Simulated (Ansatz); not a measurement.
Task: a comparison of enthalpies under pressure of two structures of Si, with Ansatz's Python interface. Give the script and its output. Settings (first run): PBE, PAW, cutoff 470 eV, 15×15×15 k-points, cold smearing of 0.05 eV.

`transition_si.py`:
```python
"""Pressure at which two phases of Si cross."""

import ansatz as az
import numpy as np

XC = "pbe"
CUTOFF = 470
KSPACING = 0.14
SMEARING = "cold"
WIDTH_EV = 0.05


def diamond(first, a):
    return az.Crystal.diamond(first, a=a)


def sc(A, a):
    return (
        az.Lattice.cubic(a)
        .space_group(221)
        .atom(A, [0, 0, 0])
    )


def run_phase(name, crystal, pressure=0.0):
    calc = (
        crystal.calculation()
        .functional(XC)
        .basis(CUTOFF)
        .kpoints(spacing=KSPACING)
        .occupations(SMEARING, width=WIDTH_EV)
    )
    calc = calc.relax(force_tolerance=0.02, max_steps=60, cell=True, pressure=pressure)
    return calc.run()


def volume_per_atom(outcome):
    return abs(np.linalg.det(outcome.lattice.cell_ang)) / len(outcome.lattice.sites)

phases = {}
phases["diamond"] = diamond("Si", 5.43)
phases["sc"] = sc("Si", 2.57)

# H = E + PV, with 1 eV per cubic angstrom equal to 160.2 GPa
pressures = [0, 10, 20, 30]
enthalpy, volume = {name: [] for name in phases}, {name: [] for name in phases}
for p in pressures:
    for name, crystal in phases.items():
        o = run_phase(name, crystal, pressure=p)
        volume[name].append(volume_per_atom(o))
        enthalpy[name].append(o.report["energy_sigma0_ev"] / len(o.lattice.sites) + p * volume[name][-1] / 160.21766)
gap = np.array(enthalpy["sc"]) - np.array(enthalpy["diamond"])
rows = [(p, va, vb, 1000 * d) for p, va, vb, d in zip(pressures, volume["diamond"], volume["sc"], gap)]
print("   P (GPa)  V diamond (A^3/atom)  V sc (A^3/atom)  H(sc) - H(diamond) (meV/atom)")
for row in rows:
    print(f"{row[0]:10d}  {row[1]:20.3f}  {row[2]:15.3f}  {row[3]:+29.1f}")
crossings = [p0 - g0 * (p1 - p0) / (g1 - g0) for p0, p1, g0, g1 in zip(pressures, pressures[1:], gap, gap[1:]) if g0 * g1 < 0]
print("crossing near", [round(float(p), 1) for p in crossings], "GPa") if crossings else print("no crossing in this range")
```

Output of `python transition_si.py`:
```text
   P (GPa)  V diamond (A^3/atom)  V sc (A^3/atom)  H(sc) - H(diamond) (meV/atom)
         0                20.457           16.268                         +347.9
        10                18.652           14.962                         +103.4
        20                17.422           14.056                         -116.2
        30                16.493           13.367                         -318.4
crossing near [14.7] GPa
```

What to keep in mind:
- At a fixed pressure a relaxation lowers the enthalpy F + PV, while F alone can rise.
- Only these two structures are compared, at zero temperature and with their symmetry kept; either may be hypothetical, and another phase may be lower than both. Differences under 10 to 15 meV an atom lie within the error of mesh and functional.
- The cells are prototypes set up for this calculation and needn't exist.
- Hardware and time: 79 s on 1 thread of Arm Neoverse V1, on a shared host, peak memory 0.45 GiB.
